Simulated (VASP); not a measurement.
Sb: relaxation of the atoms with RPBE

The system is Sb, a sheet with vacuum.

```
Sb
1.0
     3.13334    0.00000    0.00000
     0.00000    3.13334    0.00000
     0.00000    0.00000   31.36000
Sb
2
Cartesian
  0.0000 0.0000 7.5894
  0.0000 0.0000 10.4106
```

The cell was built by a generator and needn't be a form met in nature.

| Quantity | Value |
| --- | --- |
| Program | VASP 6.6.1 |
| Task | relaxation of the atoms |
| Functional | RPBE |
| Potentials or basis | VASP PAW PBE potentials, release 64 (Sb) |
| Cutoff | 520 eV |
| k mesh | 9 × 9 × 1 |
| Occupations | gaussian, width 0.05 eV |
| Spin | no spin polarisation |
| Dipole correction | yes |
| Atoms held fixed (from 0) | [0] |
| Further INCAR settings | ALGO = Normal; EDIFF = 1e-06; IBRION = 2; EDIFFG = -0.01; NSW = 40 |

The energy gained by relaxing is 1.7 meV/atom and the ionic steps are 3. The band gap on the k mesh is none (metal or under the smearing width).

The path:
| step | energy change (eV) | largest force (eV/Å) | pressure (GPa) |
| --- | --- | --- | --- |
| 1 | 0.0000 | 0.2083 | 0.52 |
| 2 | -0.0018 | 0.1520 | 0.48 |
| 3 | -0.0034 | 0.0099 | 0.39 |

Final structure:
```xyz
2
Lattice="3.1333 0.0000 0.0000 0.0000 3.1333 0.0000 0.0000 0.0000 31.3600" Properties=species:S:1:pos:R:3 pbc="T T T"
Sb    0.0000    0.0000    7.5894
Sb    0.0000    0.0000   10.4435
```

Levels at points of the mesh, in eV from the Fermi level:
```tsv
k point	band 3	band 4	band 5	band 6	band 7	band 8
(0.00, 0.00, 0.00)	-4.18	-0.02	3.03	3.20	3.20	3.52
```

It took 94 s on 1 thread of Intel(R) Xeon(R) 6975P-C (Granite Rapids), on a shared host, peak memory 0.38 GiB.

Caveat: the PAW data sets were made with another functional, which shifts forces and pressure a little. Spin-orbit coupling is left out, which matters for the levels of Sb.
